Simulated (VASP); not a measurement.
# MgO (Fm-3m) in VASP: notebook

The runs below take MgO through band structure, dielectric tensor, with PBE, r2SCAN.

Program: VASP 6.6.1. These are calculated values, not measurements. Logs are shortened: lines on timing, memory, paths and dates and some standing lists are left out, and cuts for length are marked.

**Experimental background.**

“Electronic structure of alkaline earth and post-transition metal oxides”, 2009, arxiv:0908.1581 quotes, for a bulk crystal of MgO: band gap 7.83 eV.

“Infrared Optical Properties of Ferropericlase (Mg1-xFexO): Experiment and Theory”, 2007, arxiv:0704.2267 reports, for a bulk crystal of MgO at 295 K: high-frequency dielectric constant 2.95 ± 0.1.

How close the calculation comes is told below.

**1. The crystal as given**

It takes space group Fm-3m (No. 225, cubic). Conventional cell: a = 4.194 Å, b = 4.194 Å, c = 4.194 Å, α = 90.00°, β = 90.00°, γ = 90.00°. Around Mg (site symmetry m-3m) lie 6 O at 2.10 Å. O (site symmetry m-3m) has 6 Mg at 2.10 Å as nearest neighbours.

The cell is a database's computed one.

**2. Band structure, PBE**

The input, POSCAR:

```
MgO
1.0
    0.0000000000      2.0970013927      2.0970013927
    2.0970013927      0.0000000000      2.0970013927
    2.0970013927      2.0970013927      0.0000000000
Mg O
1 1
Direct
    0.0000000000      0.0000000000      0.0000000000
    0.5000000000      0.5000000000      0.5000000000
```

The input, INCAR.step1:

```
SYSTEM = MgO
PREC = Accurate ; ENCUT = 450
EDIFF = 1E-7 ; ISMEAR = 0
SIGMA = 0.02 ; LREAL = .FALSE.
LASPH = .TRUE. ; NELM = 100
ALGO = Fast ; ISIF = 2
LWAVE = .FALSE. ; LCHARG = .TRUE.
GGA = PE
```

The input, KPOINTS.step1:

```
Automatic mesh
0
G
  10 10 10
  0 0 0
```

The input, INCAR.step2:

```
SYSTEM = MgO
PREC = Accurate ; ENCUT = 450
EDIFF = 1E-7 ; ISMEAR = 0
SIGMA = 0.05 ; LREAL = .FALSE.
LASPH = .TRUE. ; NELM = 100
ALGO = Fast ; ISIF = 2
LWAVE = .FALSE. ; LCHARG = .FALSE.
GGA = PE ; ICHARG = 11
```

The input, KPOINTS.step2:

```
path GXWKGLUWLK,UX
10
line-mode
reciprocal
 0.0000000000  0.0000000000  0.0000000000  G
 0.5000000000  0.0000000000  0.5000000000  X

 0.5000000000  0.0000000000  0.5000000000  X
 0.5000000000  0.2500000000  0.7500000000  W

 0.5000000000  0.2500000000  0.7500000000  W
 0.3750000000  0.3750000000  0.7500000000  K

 0.3750000000  0.3750000000  0.7500000000  K
 0.0000000000  0.0000000000  0.0000000000  G

 0.0000000000  0.0000000000  0.0000000000  G
 0.5000000000  0.5000000000  0.5000000000  L

 0.5000000000  0.5000000000  0.5000000000  L
 0.6250000000  0.2500000000  0.6250000000  U

 0.6250000000  0.2500000000  0.6250000000  U
 0.5000000000  0.2500000000  0.7500000000  W

 0.5000000000  0.2500000000  0.7500000000  W
 0.5000000000  0.5000000000  0.5000000000  L

 0.5000000000  0.5000000000  0.5000000000  L
 0.3750000000  0.3750000000  0.7500000000  K

 0.6250000000  0.2500000000  0.6250000000  U
 0.5000000000  0.0000000000  0.5000000000  X
```

Potentials or basis: VASP PAW PBE potentials, release 64 (Mg_GW, O_GW).

Launch:

```console
> cat potpaw_PBE.64/Mg_GW/POTCAR potpaw_PBE.64/O_GW/POTCAR > POTCAR
> cp INCAR.step1 INCAR
> cp KPOINTS.step1 KPOINTS
> mpirun -np 1 vasp_std > vasp.out
> cp INCAR.step2 INCAR
> cp KPOINTS.step2 KPOINTS
> mpirun -np 1 vasp_std > vasp.out
```

OUTCAR:

```text
SYSTEM = MgO
   PREC = Accurate
   ENCUT = 450
   EDIFF = 1E-7
   ISMEAR = 0
   LREAL = .FALSE.
   LASPH = .TRUE.
   NELM = 100
   ISIF = 2
   GGA = PE
   ICHARG = 11

 ion  position               nearest neighbor table
   1  0.000  0.000  0.000-   2 2.10   2 2.10   2 2.10   2 2.10   2 2.10   2 2.10
   2  0.500  0.500  0.500-   1 2.10   1 2.10   1 2.10   1 2.10   1 2.10   1 2.10

  LATTYP: Found a face centered cubic cell.
 ALAT       =     4.1940027854

  Lattice vectors:

 A1 = (   0.0000000000,   2.0970013927,   2.0970013927)
 A2 = (   2.0970013927,   0.0000000000,   2.0970013927)
 A3 = (   2.0970013927,   2.0970013927,   0.0000000000)

Analysis of symmetry for initial positions (statically):
=====================================================================
 Subroutine PRICEL returns:
 Original cell was already a primitive cell.

 Routine SETGRP: Setting up the symmetry group for a
 face centered cubic supercell.

 Subroutine GETGRP returns: Found 48 space group operations
 (whereof 48 operations were pure point group operations)
 out of a pool of 48 trial point group operations.

The static configuration has the point symmetry O_h .

Analysis of symmetry for dynamics (positions and initial velocities):
=====================================================================
 Subroutine PRICEL returns:
 Original cell was already a primitive cell.

 Routine SETGRP: Setting up the symmetry group for a
 face centered cubic supercell.

 Subroutine GETGRP returns: Found 48 space group operations
 (whereof 48 operations were pure point group operations)
 out of a pool of 48 trial point group operations.

The dynamic configuration has the point symmetry O_h .

 Subroutine INISYM returns: Found 48 space group operations
 (whereof 48 operations are pure point group operations),
 and found     1 'primitive' translations

----------------------------------------------------------------------------------------

                                     Primitive cell

  volume of cell :      18.4428

  direct lattice vectors                    reciprocal lattice vectors
     0.000000000  2.097001393  2.097001393    -0.238435702  0.238435702  0.238435702
     2.097001393  0.000000000  2.097001393     0.238435702 -0.238435702  0.238435702
     2.097001393  2.097001393  0.000000000     0.238435702  0.238435702 -0.238435702

  length of vectors
     2.965607810  2.965607810  2.965607810     0.412982751  0.412982751  0.412982751

  position of ions in fractional coordinates (direct lattice)
     0.000000000  0.000000000  0.000000000
     0.500000000  0.500000000  0.500000000
[... 78 lines left out ...]
   ISYM   =      2    0-nonsym 1-usesym 2-fastsym
   POTIM  = 0.5000    time-step for ionic-motion
   TEBEG  =    0.0;   TEEND  =   0.0 temperature during run
   PSTRESS=    0.0 pullay stress
   NELECT =       8.0000    total number of electrons
   NUPDOWN=      -1.0000    fix difference up-down
   EMIN   =  10.00;   EMAX   =-10.00  energy-range for DOS
   EFERMI =   0.00;   METHOD = LEGACY
   ISMEAR =     0;   SIGMA  =   0.05  broadening in eV -4-tet -1-fermi 0-gaus
   EFERMI_NEDOS =   21; number of points for ismear=-14 and -15
   IALGO  =     68    algorithm
   IMIX   =      4    mixing-type and parameters
     AMIX     =   0.40;   BMIX     =  1.00
     AMIX_MAG =   1.60;   BMIX_MAG =  1.00
  volume/ion in A,a.u.               =       9.22        62.23
  Fermi-wavevector in a.u.,A,eV,Ry     =   1.239261  2.341864 20.895389  1.535768
  Thomas-Fermi vector in A             =   2.373752
   LORBIT       =      0    0 simple, 1 ext, 2 COOP (PROOUT), +10 PAW based schemes
   GGA     = PE    functional components
   LHFCALC =     F    Hartree Fock is set to
   AEXX    =    0.0000 exact exchange contribution
   IVDW    =     0    specifies the selected vdW correction
   LEPSILON=     F    determine dielectric tensor
   LRPA    =     F    only Hartree local field effects (RPA)
 non-spin polarized calculation
 RMM-DIIS sequential band-by-band and
 Gauss-broadening in eV      SIGMA  =   0.05
  energy-cutoff  :      450.00
  volume of cell :       18.44
 maximum number of plane-waves:       411
 NGX is ok and might be reduce to    24

 number of electron       8.0000003 magnetization

 Free energy of the ion-electron system (eV)
  ---------------------------------------------------
  ext. energy  EPLUGINS =         0.00000000
  ---------------------------------------------------
  free energy    TOTEN  =       -12.07032618 eV

  energy without entropy =      -12.07032618  energy(sigma->0) =      -12.07032618

 E-fermi :   3.5166     XC(G=0): -11.1392

 val. band max:        3.2815825690   @ k =   0.0000   0.0000   0.0000
 cond. band min:       8.1333977519   @ k =   0.0000   0.0000   0.0000
 fundamental gap:      4.8518151830
 Fermi energy:         3.5165690789

 k-point     1 :       0.0000    0.0000    0.0000
  band No.  band energies     occupation
      1     -14.0527      2.00000
      2       3.2816      2.00000
      3       3.2816      2.00000
      4       3.2816      2.00000
      5       8.1334      0.00000
      6      19.1621      0.00000
      7      19.1621      0.00000
      8      19.1622      0.00000
[... 243 lines left out ...]
 k-point    24 :       0.4583    0.2917    0.7500
  band No.  band energies     occupation
      1     -12.4277      2.00000
      2      -0.0094      2.00000
      3       0.5173      2.00000
      4       1.6430      2.00000
      5      14.3769      0.00000
      6      15.4489      0.00000
      7      15.4897      0.00000
      8      19.3720      0.00000

 [... further k-points ...]

------------------------ aborting loop because EDIFF is reached ----------------------------------------

  FORCE on cell =-STRESS in cart. coord.  units (eV):
  Direction    XX          YY          ZZ          XY          YZ          ZX
  --------------------------------------------------------------------------------------
  -------------------------------------------------------------------------------------
  Total        0.0890692      0.0890692      0.0890692      0.0000000     -0.0000000      0.0000000
  in kB        7.7376994      7.7376994      7.7376994      0.0000000     -0.0000000      0.0000000
  external PRESSURE =       7.7376994 kB  Pullay stress =       0.0000000 kB

 VOLUME and BASIS-vectors are now :
 -----------------------------------------------------------------------------
  energy-cutoff  :      450.00
  volume of cell :       18.44
      direct lattice vectors                 reciprocal lattice vectors
     0.000000000  2.097001393  2.097001393    -0.238435702  0.238435702  0.238435702
     2.097001393  0.000000000  2.097001393     0.238435702 -0.238435702  0.238435702
     2.097001393  2.097001393  0.000000000     0.238435702  0.238435702 -0.238435702

 POSITION                                       TOTAL-FORCE (eV/Angst)
 -----------------------------------------------------------------------------------
      0.00000      0.00000      0.00000         0.000000      0.000000      0.000000
      2.09700      2.09700      2.09700        -0.000000     -0.000000      0.000000
 -----------------------------------------------------------------------------------
    total drift:                               -0.000000     -0.000000      0.000000

  FREE ENERGIE OF THE ION-ELECTRON SYSTEM (eV)
  ---------------------------------------------------
  free  energy   TOTEN  =       -12.0703261759 eV

  energy  without entropy=      -12.0703261759  energy(sigma->0) =      -12.07032618
```

OUTCAR.step1:

```text
SYSTEM = MgO
   PREC = Accurate
   ENCUT = 450
   EDIFF = 1E-7
   ISMEAR = 0
   LREAL = .FALSE.
   LASPH = .TRUE.
[... 488 lines left out ...]
      0.00000      0.00000      0.00000        -0.000000     -0.000000      0.000000
      2.09700      2.09700      2.09700         0.000000      0.000000      0.000000
 -----------------------------------------------------------------------------------
    total drift:                               -0.000000     -0.000000      0.000000

  FREE ENERGIE OF THE ION-ELECTRON SYSTEM (eV)
  ---------------------------------------------------
  free  energy   TOTEN  =       -11.9157114195 eV

  energy  without entropy=      -11.9157114195  energy(sigma->0) =      -11.91571142
```

It took 9.9 s on 1 thread of Intel Xeon Platinum 8488C (Sapphire Rapids), shared host; peak memory 0.14 GiB.

Results:

* Band gap on the k mesh: 4.85 eV, direct
* Band gap along the path: 4.85 eV, direct

Levels at the corners of the path, in eV from the valence-band top:
```csv
point,band 1,band 2,band 3,band 4,band 5,band 6,band 7,band 8
Γ,-17.33,0.00,0.00,0.00,4.85,15.88,15.88,15.88
X,-15.75,-4.14,-1.36,-1.36,9.14,10.11,13.23,19.11
X,-15.75,-4.14,-1.36,-1.36,9.14,10.11,13.23,19.11
W,-15.70,-2.99,-2.99,-1.79,11.74,11.74,12.32,15.64
W,-15.70,-2.99,-2.99,-1.79,11.74,11.74,12.32,15.64
K,-15.74,-3.54,-2.74,-1.16,10.16,11.92,12.65,18.26
K,-15.74,-3.54,-2.74,-1.16,10.16,11.92,12.65,18.27
Γ,-17.33,0.00,0.00,0.00,4.85,15.88,15.88,15.88
Γ,-17.33,0.00,0.00,0.00,4.85,15.88,15.88,15.88
L,-16.02,-4.67,-0.66,-0.66,7.98,12.75,16.40,16.40
L,-16.02,-4.67,-0.66,-0.66,7.98,12.75,16.40,16.40
U,-15.74,-3.54,-2.74,-1.16,10.16,11.92,12.65,18.25
U,-15.74,-3.54,-2.74,-1.16,10.16,11.92,12.65,18.26
W,-15.70,-2.99,-2.99,-1.79,11.74,11.74,12.32,15.64
W,-15.70,-2.99,-2.99,-1.79,11.74,11.74,12.32,15.64
L,-16.02,-4.67,-0.66,-0.66,7.98,12.75,16.40,16.40
L,-16.02,-4.67,-0.66,-0.66,7.98,12.75,16.40,16.40
K,-15.74,-3.54,-2.74,-1.16,10.16,11.92,12.65,18.24
U,-15.74,-3.54,-2.74,-1.16,10.16,11.92,12.65,18.25
X,-15.75,-4.14,-1.36,-1.36,9.14,10.11,13.23,19.11
```

Caveat: the cutoff is under 1.25 times the usual one of these potentials, so pressure, stress and relaxed cells hold a basis-set (Pulay) error; the log is that of the step along the path at fixed density, whose energy, stress, charges and moments have no meaning.

**3. Dielectric tensor, PBE**

The input, INCAR:

```
SYSTEM = MgO
ALGO     = Fast           ! electronic algorithm
EDIFF    = 1E-8           ! SCF threshold, eV
ENCUT    = 520            ! plane-wave cutoff, eV
GGA      = PE             ! functional
ISIF     = 2              ! what is computed and relaxed
ISMEAR   = 0              ! smearing method
LASPH    = .TRUE.         ! aspherical terms in the spheres
LCHARG   = .FALSE.        ! write CHGCAR
LEPSILON = .TRUE.         ! dielectric tensor by DFPT
LREAL    = .FALSE.        ! projectors in reciprocal space
LWAVE    = .FALSE.        ! write WAVECAR
NELM     = 100            ! most SCF steps
PREC     = Accurate       ! precision mode
SIGMA    = 0.02           ! smearing width, eV
```

The input, KPOINTS:

```
k-points
0
G
  10 10 10
  0 0 0
```

POSCAR is that of step 2.

Potentials or basis: VASP PAW PBE potentials, release 64 (Mg, O).

Launch:

```console
> cat potpaw_PBE.64/Mg/POTCAR potpaw_PBE.64/O/POTCAR > POTCAR
> mpirun -np 1 vasp_std > vasp.out
```

OUTCAR:

```text
SYSTEM = MgO
   EDIFF = 1E-8
   ENCUT = 520
   GGA = PE
   ISIF = 2
   ISMEAR = 0
   LASPH = .TRUE.
   LEPSILON = .TRUE.
   LREAL = .FALSE.
   NELM = 100
   PREC = Accurate

 ion  position               nearest neighbor table
   1  0.000  0.000  0.000-   2 2.10   2 2.10   2 2.10   2 2.10   2 2.10   2 2.10
   2  0.500  0.500  0.500-   1 2.10   1 2.10   1 2.10   1 2.10   1 2.10   1 2.10

  LATTYP: Found a face centered cubic cell.
 ALAT       =     4.1940027854

  Lattice vectors:

 A1 = (   0.0000000000,   2.0970013927,   2.0970013927)
 A2 = (   2.0970013927,   0.0000000000,   2.0970013927)
[... 515 lines left out ...]
 -----------------------------------------------------------------------------
    -0.00013  0.00000  0.00000
     0.00000 -0.00013 -0.00000
     0.00000 -0.00000 -0.00015

 MACROSCOPIC STATIC DIELECTRIC TENSOR (including local field effects in DFT)
 ------------------------------------------------------
           3.116295     0.000000    -0.000000
           0.000000     3.116295    -0.000000
           0.000000     0.000000     3.116295
 ------------------------------------------------------

 PIEZOELECTRIC TENSOR (including local field effects)  for field in x, y, z        (e  Angst)
          XX          YY          ZZ          XY          YZ          ZX
  --------------------------------------------------------------------------------
  x     0.00000     0.00000     0.00000     0.00000     0.00000     0.00000
  y     0.00000     0.00000     0.00000     0.00000     0.00000     0.00000
  z     0.00000     0.00000     0.00000     0.00000     0.00000     0.00000

 PIEZOELECTRIC TENSOR (including local field effects)  for field in x, y, z        (C/m^2)
          XX          YY          ZZ          XY          YZ          ZX
  --------------------------------------------------------------------------------
  x     0.00000     0.00000     0.00000     0.00000     0.00000     0.00000
  y     0.00000     0.00000     0.00000     0.00000     0.00000     0.00000
  z     0.00000     0.00000     0.00000     0.00000     0.00000     0.00000

 BORN EFFECTIVE CHARGES (including local field effects) (in |e|, cummulative output)
 ---------------------------------------------------------------------------------
 ion    1
    1     1.96381     0.00000     0.00000
    2     0.00000     1.96381     0.00000
    3     0.00000     0.00000     1.96381
 ion    2
    1    -1.96381     0.00000     0.00000
    2     0.00000    -1.96381     0.00000
    3     0.00000     0.00000    -1.96381
```

OSZICAR:

```text
N       E                     dE             d eps       ncg     rms          rms(c)
DAV:   1     0.968159476600E+01    0.96816E+01   -0.49251E+03   936   0.884E+02
DAV:   2    -0.132004503775E+02   -0.22882E+02   -0.20606E+02   912   0.131E+02
DAV:   3    -0.134603673908E+02   -0.25992E+00   -0.25992E+00   960   0.156E+01
[... 15 lines left out ...]
RMM:   4    -0.118007510644E+00   -0.76964E-02   -0.20785E-03  2505   0.483E-01    0.331E-02
RMM:   5    -0.118845076252E+00   -0.83757E-03   -0.35815E-05  2646   0.661E-02    0.623E-03
RMM:   6    -0.118925081539E+00   -0.80005E-04   -0.47254E-07  2753   0.733E-03    0.262E-03
RMM:   7    -0.118973362979E+00   -0.48281E-04   -0.15311E-07  2736   0.431E-03    0.151E-04
RMM:   8    -0.118974378851E+00   -0.10159E-05   -0.10714E-09  2616   0.319E-04    0.796E-05
RMM:   9    -0.118974751353E+00   -0.37250E-06   -0.29775E-10  2382   0.166E-04    0.584E-06
```

stdout:

```text
POSCAR found type information on POSCAR MgO
 POSCAR found :  2 types and       2 ions
 scaLAPACK will be used
 LDA part: xc-table for (Slater+PW92), standard interpolation
 POSCAR, INCAR and KPOINTS ok, starting setup
 FFT: planning ... GRIDC
 FFT: planning ... GRID_SOFT
 FFT: planning ... GRID
 WAVECAR not read
 entering main loop
 Linear response reoptimize wavefunctions to high precision
 Linear response G [H, r] |phi>, progress :
  Direction:   1
 Linear response G [H, r] |phi>, progress :
  Direction:   2
 Linear response G [H, r] |phi>, progress :
  Direction:   3
 Linear response to external field (no local field effect), progress :
  Direction:   1
 dielectric tensor                  component  1 :     3.483     0.791     0.231
 Linear response to external field (no local field effect), progress :
  Direction:   2
 dielectric tensor                  component  2 :     0.791     3.508    -0.372
 Linear response to external field (no local field effect), progress :
  Direction:   3
 dielectric tensor                  component  3 :     0.231    -0.372     2.546
 Linear response to external field, progress :
  Direction:   1
 dielectric tensor                  component  1 :     3.116     0.472     0.158
 Linear response to external field, progress :
  Direction:   2
 dielectric tensor                  component  2 :     0.368     3.116    -0.062
 Linear response to external field, progress :
  Direction:   3
 dielectric tensor                  component  3 :     0.036     0.236     3.116
 Born effective charges drift removed
```

Wall time 40 s (1 thread of Intel Xeon Platinum 8488C (Sapphire Rapids), shared host); peak memory 0.18 GiB.

What came out:

```
Band gap on the k mesh                  : 4.85 eV, direct
Electronic dielectric tensor (diagonal) : 3.12
Born charges (mean of the diagonal)     : Mg +1.96; O -1.96 e
```

Electronic dielectric tensor:
```
3.12 0.00 0.00
0.00 3.12 0.00
0.00 0.00 3.12
```

Born effective charge tensors (e):
atom 1, Mg
```
1.96 0.00 0.00
0.00 1.96 0.00
0.00 0.00 1.96
```
atom 2, O
```
-1.96  0.00  0.00
 0.00 -1.96  0.00
 0.00  0.00 -1.96
```

(Continued in part 2 of 2.)
